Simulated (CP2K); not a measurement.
TaN:

```
CELL_PARAMETERS angstrom
2.73231 0.00000 0.00000
0.00000 2.73231 0.00000
0.00000 0.00000 2.73231
ATOMIC_POSITIONS crystal
Ta 0.00000 0.00000 0.00000
N 0.50000 0.50000 0.50000
```

The cell comes from a database or a generator and needn't be the stable form of this composition.

Base run:

```yaml
Program: CP2K 2026.2
Functional: LDA
Potentials_or_basis: POTENTIAL_UZH Ta GTH-PBE-q13, N GTH-PBE-q5; TZVP-MOLOPT-PBE-GTH basis
Density_cutoff: 9184 eV
k_mesh: 10 × 10 × 10
Occupations: fermi-dirac, width 0.05 eV
Spin: no spin polarisation
```

Its results: band gap on the k mesh none (metal or under the smearing width); pressure -9.5 GPa.

Question: The run is repeated on the same cell with these changes: functional from LDA to PBE. What comes out?

Answer: Band gap on the k mesh none (metal or under the smearing width); pressure 2.4 GPa.

PBE binds less tightly than LDA, so the same cell stands under more pressure.

Caveats: the basis of atomic orbitals isn't converged, which shifts pressures, moduli and gaps; the potentials were made for another functional, which shifts forces and pressure (some runs).
